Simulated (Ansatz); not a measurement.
Ge in several cubic structure types, each at its own equilibrium volume.

All numbers below come from Ansatz 0.2.0 development build, PBE, plane waves, PAW datasets (generated soft set 1).

Settings: cutoff 420 eV; no spin polarisation; Fermi–Dirac smearing of 0.0612 eV; k-meshes 33³ (diamond), 44³ (fcc), 40³ (simple cubic).

**Question.** Rank the structures by energy per atom, lowest first.
A. diamond
B. simple cubic
C. fcc

**Answer.** A (0.0 meV/atom), B (242 meV/atom), C (327 meV/atom).

**Question.** Give the equilibrium volume and bulk modulus of each.

**Answer.** 
```csv
structure,V₀ (Å³/atom),B₀ (GPa)
diamond,23.91,59
fcc,19.56,63
simple cubic,19.93,67
```

Only these cubic types are compared here; the real ground state can be another structure or magnetic.

Model structures, not the usual forms at ambient conditions (metastable or hypothetical): Ge (fcc type), Ge (simple cubic type).
